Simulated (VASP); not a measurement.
# Lattice of InSe across functionals, part 2 of 3

How close do the usual functionals come to the cell of InSe? The start is a cell from a database of measured crystal structures.

VASP 6.6.1, plane waves and PAW; the level of theory is named at each step.

So far. Step 2 (Relaxation with PBEsol): It ends with a largest force of 0.006 eV/Å and a pressure of 0.02 GPa. The volume lies +1.6 % from that of the database's start. The conventional cell has a = 4.010 and c = 25.221 Å.

### 3. Relaxation with LDA

This step: LDA; plane waves and PAW (In_d, Se) (VASP 6.6.1).

LDA, the lowest rung, knows the local density alone.

INCAR

```
SYSTEM = InSe
PREC = Accurate
ENCUT = 520
EDIFF = 1E-06
NELM = 100
ISMEAR = -1
SIGMA = 0.05
LREAL = .FALSE.
ALGO = Normal
GGA = CA
NBANDS = 25
LORBIT = 11
LWAVE = .FALSE.
LCHARG = .FALSE.
KPAR = 2
IBRION = 2
NSW = 60
ISIF = 3
EDIFFG = -0.01
```

POSCAR

```
InSe
1.0
    2.0000000000      1.1547005384      8.3166666667
   -2.0000000000      1.1547005384      8.3166666667
    0.0000000000     -2.3094010768      8.3166666667
In Se
2 2
Direct
    0.0000000000      0.0000000000      0.0000000000
    0.1122000000      0.1122000000      0.1122000000
    0.6155000000      0.6155000000      0.6155000000
    0.8300000000      0.8300000000      0.8300000000
```

KPOINTS

```
Automatic mesh
0
Gamma
7 7 7
0 0 0
```

The projector-augmented-wave data sets are In_d and Se (PBE family, release 64).

On the command line:

```sh
$ mpirun -np 2 vasp_std
```

Output:

```text
[banner, memory and clock lines left out]
running    2 mpi-ranks, on    1 nodes
 distrk:  each k-point on    1 cores,    2 groups
 distr:  one band on    1 cores,    1 groups

 POSCAR found type information on POSCAR InSe
 POSCAR found :  2 types and       4 ions
 [... a notice as in an earlier step ...]

 LDA part: xc-table for (Slater(with rela. corr.)+CA(PZ))
 , standard interpolation
 POSCAR, INCAR and KPOINTS ok, starting setup
 FFT: planning ... GRIDC
 FFT: planning ... GRID_SOFT
 FFT: planning ... GRID
 WAVECAR not read
 entering main loop
       N       E                     dE             d eps       ncg     rms          rms(c)
DAV:   1     0.332260434277E+03    0.33226E+03   -0.17414E+04  2201   0.167E+03
DAV:   2     0.214949927489E+02   -0.31077E+03   -0.30395E+03  2245   0.402E+02
DAV:   3    -0.157017658918E+02   -0.37197E+02   -0.36391E+02  2861   0.150E+02
DAV:   4    -0.172457482130E+02   -0.15440E+01   -0.15409E+01  2487   0.323E+01
DAV:   5    -0.173156079172E+02   -0.69860E-01   -0.69846E-01  3589   0.654E+00    0.678E+00
DAV:   6    -0.168040402141E+02    0.51157E+00   -0.11383E+00  2996   0.194E+01    0.392E+00
DAV:   7    -0.167615971760E+02    0.42443E-01   -0.36559E-01  3108   0.515E+00    0.110E+00
DAV:   8    -0.167563180558E+02    0.52791E-02   -0.31015E-02  3345   0.199E+00    0.700E-01
DAV:   9    -0.167550760143E+02    0.12420E-02   -0.49771E-03  2576   0.478E-01    0.138E-01
DAV:  10    -0.167550946242E+02   -0.18610E-04   -0.29210E-04  3149   0.144E-01    0.831E-02
DAV:  11    -0.167551089566E+02   -0.14332E-04   -0.52361E-05  2908   0.905E-02    0.295E-02
DAV:  12    -0.167551054992E+02    0.34573E-05   -0.10824E-05  3180   0.439E-02    0.103E-02
DAV:  13    -0.167551057090E+02   -0.20978E-06   -0.16007E-06  1607   0.117E-02
   1 F= -.16755106E+02 E0= -.16755084E+02  d E =-.167551E+02
 curvature:   0.00 expect dE= 0.000E+00 dE for cont linesearch  0.000E+00
 trial: gam= 0.00000 g(F)=  0.236E-02 g(S)=  0.307E-01 ort = 0.000E+00 (trialstep = 0.100E+01)
 search vector abs. value=  0.331E-01
 bond charge predicted
       N       E                     dE             d eps       ncg     rms          rms(c)
DAV:   1    -0.171273864255E+02   -0.37228E+00   -0.95852E+00  2779   0.473E+01    0.391E+00
DAV:   2    -0.168163243761E+02    0.31106E+00   -0.89481E-01  2754   0.177E+01    0.131E+00
DAV:   3    -0.167694318253E+02    0.46893E-01   -0.17601E-01  2978   0.664E+00    0.664E-01
DAV:   4    -0.167684398232E+02    0.99200E-03   -0.13207E-02  2322   0.774E-01    0.383E-01
DAV:   5    -0.167674284932E+02    0.10113E-02   -0.11881E-03  3587   0.527E-01    0.283E-01
DAV:   6    -0.167671926042E+02    0.23589E-03   -0.49358E-04  3167   0.228E-01    0.885E-02
DAV:   7    -0.167671988511E+02   -0.62469E-05   -0.87118E-05  2878   0.916E-02    0.386E-02
DAV:   8    -0.167671975006E+02    0.13505E-05   -0.57914E-06  2670   0.267E-02    0.143E-02
DAV:   9    -0.167671973747E+02    0.12590E-06   -0.96588E-07  1266   0.131E-02
   2 F= -.16767197E+02 E0= -.16767184E+02  d E =-.120917E-01
[... from here on, the cycles between the ionic steps are left out ...]
   3 F= -.16768338E+02 E0= -.16768323E+02  d E =-.132323E-01
   4 F= -.16769469E+02 E0= -.16769455E+02  d E =-.113137E-02
   5 F= -.16769508E+02 E0= -.16769494E+02  d E =-.117027E-02
   6 F= -.16769679E+02 E0= -.16769665E+02  d E =-.170337E-03
   7 F= -.16770002E+02 E0= -.16769988E+02  d E =-.493248E-03
   8 F= -.16769796E+02 E0= -.16769783E+02  d E =-.287772E-03
   9 F= -.16770059E+02 E0= -.16770046E+02  d E =-.551113E-03
  10 F= -.16770173E+02 E0= -.16770159E+02  d E =-.113252E-03
  11 F= -.16770390E+02 E0= -.16770377E+02  d E =-.330744E-03
  12 F= -.16770299E+02 E0= -.16770286E+02  d E =-.239781E-03
  13 F= -.16770430E+02 E0= -.16770417E+02  d E =-.370556E-03
  14 F= -.16770643E+02 E0= -.16770629E+02  d E =-.212978E-03
  15 F= -.16770821E+02 E0= -.16770805E+02  d E =-.391081E-03
  16 F= -.16770827E+02 E0= -.16770811E+02  d E =-.396551E-03
 curvature:  -3.82 expect dE=-0.426E-03 dE for cont linesearch -0.751E-07
 trial: gam= 0.27463 g(F)=  0.988E-04 g(S)=  0.128E-04 ort =-0.529E-05 (trialstep = 0.860E+00)
 search vector abs. value=  0.216E-03
 bond charge predicted
       N       E                     dE             d eps       ncg     rms          rms(c)
DAV:   1    -0.167708514765E+02   -0.24817E-04   -0.36331E-02  2584   0.117E+00    0.860E-02
DAV:   2    -0.167709132324E+02   -0.61756E-04   -0.14473E-03  2913   0.301E-01    0.345E-02
DAV:   3    -0.167708982090E+02    0.15023E-04   -0.10386E-04  3313   0.106E-01    0.256E-02
DAV:   4    -0.167708917894E+02    0.64196E-05   -0.10312E-05  3186   0.433E-02    0.877E-03
DAV:   5    -0.167708910306E+02    0.75877E-06   -0.13278E-06  1345   0.151E-02
  17 F= -.16770891E+02 E0= -.16770875E+02  d E =-.645111E-04
 trial-energy change:   -0.000065  1 .order   -0.000064   -0.000095   -0.000034
 step:   1.3391(harm=  1.3391)  dis= 0.00274  next Energy=   -16.770900 (dE=-0.737E-04)
 reached required accuracy - stopping structural energy minimisation
```

Run time: 13 min. Hardware: 2 MPI ranks of Intel Xeon 6975P-C (Granite Rapids), shared host; peak memory 0.95 GiB.

Parts of OUTCAR (step 3):

```text
The static configuration has the point symmetry C_3v.

 Found     44 irreducible k-points:

   NELECT =      38.0000    total number of electrons

 E-fermi :   4.5397

 k-point     1 :       0.0000    0.0000    0.0000
  band No.  band energies     occupation
    ...
     15       2.5685      2.00000
     16       2.9105      2.00000
     17       2.9105      2.00000
     18       3.0880      2.00000
     19       3.0880      2.00000
     20       6.0921      0.00000
     21       6.2989      0.00000
     22       8.5515      0.00000
     23       8.5515      0.00000
     24       9.3695      0.00000
    ...

 k-point     2 :       0.1429    0.0000    0.0000
  band No.  band energies     occupation
    ...
     15       1.6641      2.00000
     16       2.5578      2.00000
     17       2.6422      2.00000
     18       2.8752      2.00000
     19       3.1501      2.00000
     20       6.4081      0.00000
     21       7.0011      0.00000
     22       7.8428      0.00000
     23       8.7436      0.00000
     24       8.8765      0.00000
    ...

  Total        0.0104051      0.0104051     -0.0120091      0.0000000      0.0000000      0.0000000
  in kB        0.1496347      0.1496347     -0.1727023      0.0000000      0.0000000      0.0000000
  external PRESSURE =       0.0421890 kB  Pullay stress =       0.0000000 kB

  energy-cutoff  :      520.00
  volume of cell :      111.41
      direct lattice vectors                 reciprocal lattice vectors
     1.989102105  1.148408636  8.128654852     0.251369700  0.145128364  0.041007195
    -1.989102105  1.148408636  8.128654852    -0.251369700  0.145128364  0.041007195
     0.000000000 -2.296817272  8.128654852     0.000000000 -0.290256728  0.041007195

 POSITION                                       TOTAL-FORCE (eV/Angst)
 -----------------------------------------------------------------------------------
      0.00000      0.00000     24.38222         0.000000     -0.000000     -0.009132
      0.00000      0.00000      2.74040         0.000000      0.000000      0.009010
      0.00000      0.00000     14.98140         0.000000      0.000000      0.006849
      0.00000      0.00000     20.26796         0.000000     -0.000000     -0.006727
 -----------------------------------------------------------------------------------
    total drift:                                0.000000     -0.000000      0.000671

  FREE ENERGIE OF THE ION-ELECTRON SYSTEM (eV)
  ---------------------------------------------------
  free  energy   TOTEN  =       -16.7708910306 eV

  energy  without entropy=      -16.7708586168  energy(sigma->0) =      -16.77087482

 total charge
# of ion       s       p       d       tot
------------------------------------------
    1        0.870   0.704   9.892  11.466
    2        0.870   0.707   9.892  11.468
    3        1.481   2.322   0.025   3.829
    4        1.480   2.323   0.026   3.830
--------------------------------------------------
tot          4.701   6.056  19.835  30.593

[... 8 parts as in an earlier step ...]

[... 5 further parts left out ...]
```

CONTCAR:

```
InSe
   1.00000000000000
     1.9891021054285107    1.1484086360352095    8.1286548523363908
    -1.9891021054285107    1.1484086360352095    8.1286548523363908
     0.0000000000000000   -2.2968172720704190    8.1286548523363908
  In              Se
     2     2
Direct
     0.9998464431772016    0.9998464431772016    0.9998464431772016
     0.1123760958087034    0.1123760958087034    0.1123760958087034
     0.6143453321898268    0.6143453321898268    0.6143453321898268
     0.8311321288242651    0.8311321288242651    0.8311321288242651
```

The bonds form layers, held to each other by dispersion, which LDA lacks; its overbinding stands in for it by accident. The PAW data sets were made with PBE, though LDA sets exist; this is a small mismatch.

Relaxation path:

| step | energy less that of the first step (eV) | largest force (eV/Å) | pressure (GPa) | volume (Å³) |
| --- | --- | --- | --- | --- |
| 1 | 0.0000 | 0.1273 | -1.21 | 115.24 |
| 2 | -0.0121 | 0.1453 | 0.51 | 111.63 |
| 3 | -0.0132 | 0.1174 | 0.11 | 112.42 |
| 4 | -0.0144 | 0.0447 | -0.03 | 112.38 |
| 5 | -0.0144 | 0.0411 | -0.01 | 112.39 |
| 6 | -0.0146 | 0.0324 | -0.04 | 112.35 |
| 7 | -0.0149 | 0.0229 | -0.10 | 112.24 |
| 8 | -0.0147 | 0.0471 | -0.20 | 112.01 |
| 9 | -0.0150 | 0.0266 | -0.10 | 112.16 |
| 10 | -0.0151 | 0.0212 | -0.09 | 112.05 |
| 11 | -0.0153 | 0.0097 | 0.01 | 111.73 |
| 12 | -0.0152 | 0.0228 | 0.22 | 111.09 |
| 13 | -0.0153 | 0.0107 | 0.10 | 111.48 |
| 14 | -0.0155 | 0.0091 | 0.08 | 111.45 |
| 15 | -0.0157 | 0.0341 | 0.02 | 111.35 |
| 16 | -0.0157 | 0.0302 | 0.02 | 111.37 |
| 17 | -0.0158 | 0.0091 | 0.00 | 111.41 |

| conventional cell, symmetrised | before | after | change |
| --- | --- | --- | --- |
| a (Å) | 4.000 | 3.978 | -0.5 % |
| b (Å) | 4.000 | 3.978 | -0.5 % |
| c (Å) | 24.950 | 24.386 | -2.3 % |
| volume (Å³/atom) | 28.81 | 27.85 | -3.3 % |

The atoms that moved most (Å, as changes of fractional coordinates times the final cell):

| atom | dx | dy | dz | length |
| --- | --- | --- | --- | --- |
| Se3 | 0.000 | 0.000 | -0.028 | 0.028 |
| Se4 | 0.000 | 0.000 | 0.028 | 0.028 |

Final coordinates:

```cif
data_structure
_symmetry_space_group_name_H-M 'P 1'
_symmetry_Int_Tables_number 1
_cell_length_a 8.4469
_cell_length_b 8.4469
_cell_length_c 8.4469
_cell_angle_alpha 27.240
_cell_angle_beta 27.240
_cell_angle_gamma 27.240
_cell_volume 111.41
loop_
_atom_site_label
_atom_site_type_symbol
_atom_site_fract_x
_atom_site_fract_y
_atom_site_fract_z
_atom_site_occupancy
In1 In 0.99985 0.99985 0.99985 1
In2 In 0.11238 0.11238 0.11238 1
Se3 Se 0.61435 0.61435 0.61435 1
Se4 Se 0.83113 0.83113 0.83113 1
```

This step gave:

| Quantity | Value |
| --- | --- |
| free energy (TOTEN) | -16.77 eV |
| Fermi energy | 4.540 eV |
| pressure | 0.004219 GPa |
| SCF cycles over all ionic steps | 105 |
| gap on the k-mesh | 0.6254 eV |
| least direct gap on the k-mesh | 0.6888 eV |

It ends at 27.85 Å³/atom, -3.3 % from the start, with 0.00 GPa left. The conventional cell has a = 3.978 and c = 24.386 Å.

### 4. Relaxation with PBE

This step: PBE; plane waves and PAW (In_d, Se) (VASP 6.6.1).

PBE, the usual starting point, adds the gradient of the density.

Changes to INCAR since step 3:

```diff
@@ -9,3 +9,3 @@
 ALGO = Normal
-GGA = CA
+GGA = PE
 NBANDS = 25
```

POSCAR is that of step 3.

KPOINTS is that of step 3.

On the command line:

```sh
$ mpirun -np 2 vasp_std
```

Output:

```text
[banner, memory and clock lines left out]
running    2 mpi-ranks, on    1 nodes
[...]
LDA part: xc-table for (Slater+PW92), standard interpolation
 POSCAR, INCAR and KPOINTS ok, starting setup
[...]
entering main loop
       N       E                     dE             d eps       ncg     rms          rms(c)
DAV:   1     0.334305509630E+03    0.33431E+03   -0.17486E+04  2201   0.168E+03
DAV:   2     0.244294764149E+02   -0.30988E+03   -0.30318E+03  2235   0.404E+02
DAV:   3    -0.129704957580E+02   -0.37400E+02   -0.36614E+02  2875   0.150E+02
DAV:   4    -0.145011393249E+02   -0.15306E+01   -0.15277E+01  2471   0.323E+01
[...]
DAV:  13    -0.141187158354E+02   -0.34472E-05   -0.62563E-06  2062   0.159E-02    0.806E-03
DAV:  14    -0.141187168548E+02   -0.10194E-05   -0.29966E-06  2001   0.196E-02    0.220E-03
DAV:  15    -0.141187168970E+02   -0.42225E-07   -0.21021E-07  1314   0.608E-03
   1 F= -.14118717E+02 E0= -.14118710E+02  d E =-.141187E+02
[... from here on, the cycles between the ionic steps are left out ...]
   2 F= -.14162977E+02 E0= -.14162952E+02  d E =-.442596E-01
   3 F= -.14175087E+02 E0= -.14175070E+02  d E =-.563701E-01
   5 F= -.14185947E+02 E0= -.14185913E+02  d E =-.108596E-01
   7 F= -.14190417E+02 E0= -.14190375E+02  d E =-.416211E-02
   9 F= -.14195775E+02 E0= -.14195731E+02  d E =-.338248E-02
  11 F= -.14197795E+02 E0= -.14197783E+02  d E =-.540224E-02
  13 F= -.14204694E+02 E0= -.14204672E+02  d E =-.175593E-02
  15 F= -.14214428E+02 E0= -.14214417E+02  d E =-.114900E-01
  17 F= -.14215705E+02 E0= -.14215699E+02  d E =-.127672E-01
  19 F= -.14216540E+02 E0= -.14216536E+02  d E =-.835388E-03
  21 F= -.14216731E+02 E0= -.14216727E+02  d E =-.102582E-02
  23 F= -.14216933E+02 E0= -.14216930E+02  d E =-.202036E-03
  25 F= -.14217017E+02 E0= -.14217015E+02  d E =-.846912E-04
  26 F= -.14217090E+02 E0= -.14217087E+02  d E =-.729041E-04
 trial-energy change:   -0.000073  1 .order   -0.000075   -0.000112   -0.000037
 step:   1.5453(harm=  1.5453)  dis= 0.00463  next Energy=   -14.217101 (dE=-0.835E-04)
 reached required accuracy - stopping structural energy minimisation
```

Run time: 24 min. Hardware: 2 MPI ranks; peak memory 1.4 GiB.

From OUTCAR (step 4):

```text
  Total        0.0024302      0.0024302      0.0001505     -0.0000000     -0.0000000      0.0000000
  in kB        0.0291673      0.0291673      0.0018069     -0.0000000     -0.0000000      0.0000000
  external PRESSURE =       0.0200472 kB  Pullay stress =       0.0000000 kB

 POSITION                                       TOTAL-FORCE (eV/Angst)
 -----------------------------------------------------------------------------------
      0.00000      0.00000      0.13871        -0.000000      0.000000     -0.003183
      0.00000      0.00000      2.96504         0.000000     -0.000000      0.001356
      0.00000      0.00000     17.30692         0.000000      0.000000      0.006823
      0.00000      0.00000     22.68398        -0.000000     -0.000000     -0.004996
 -----------------------------------------------------------------------------------
    total drift:                                0.000000     -0.000000      0.000908

  FREE ENERGIE OF THE ION-ELECTRON SYSTEM (eV)
  ---------------------------------------------------
  free  energy   TOTEN  =       -14.2170902723 eV

  energy  without entropy=      -14.2170845132  energy(sigma->0) =      -14.21708739

[... 2 parts as in an earlier step ...]

[... 2 further parts left out ...]
[key lines of the parts left out:]
E-fermi :   3.0073
```

The bonds form layers, held to each other by dispersion, which PBE lacks, so the spacing between them is unreliable. After so large a change of volume the plane waves of the start cell no longer fit, so the final stress carries a basis-set error.

(Part 2 of 3 ends here.)

[Lines on the potential files, build, host, timing and source positions are cut from VASP's logs without a mark.]

[Logs are printed without paths, hosts, clocks, repeated set-up lines and the standing remarks that a program may print on its own settings, such as how far it seeks lower states.]

[Hosts, paths, dates, database ids (printed as entryN), source tags and the programs' standing remarks are cut or masked in the printed files.]

[A measured line is paired with the nearest computed mode of its activity, which favours agreement.]
